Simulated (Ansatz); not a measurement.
**Ag: equation of state with PBEsol**

The system is Ag.

```xyz
2
Lattice="2.9300 0.0000 0.0000 -1.4650 2.5375 0.0000 0.0000 0.0000 4.7900" Properties=species:S:1:pos:R:3 pbc="T T T"
Ag    1.4650    0.8458    3.5925
Ag    0.0000    1.6916    1.1975
```

This isn't the form of Ag at room conditions, which is fcc.

```json
{
 "Program": "Ansatz 0.2.0",
 "Task": "equation of state",
 "Functional": "PBEsol",
 "Potentials or basis": "PseudoDojo stringent",
 "Cutoff": "1116 eV",
 "Density cutoff": "4463 eV",
 "k mesh": "10 × 10 × 6",
 "Occupations": "fermi-dirac, width 0.05 eV",
 "Spin": "no spin polarisation"
}
```

```
Equilibrium volume                        : 16.73 Å³/atom (rough: see the caveat)
Bulk modulus at fixed shape and positions : 117 GPa (rough)
```

Energy against volume, from the lowest point:
```
volume (Å³/atom)  energy (meV/atom)
          16.738               0.00
          17.094               2.77
          17.450              10.35
          17.806              22.10
          18.162              37.46
          18.518              55.95
          18.875              77.12
```

All runs of the series together: 20 s on 2 threads of Intel(R) Xeon(R) 6975P-C (Granite Rapids) (shared host).

Caveat: the minimum lies outside the volumes run; the cell was scaled at fixed shape and fractional positions, which overstates the stiffness of a crystal with free parameters, most of all of layers and chains.
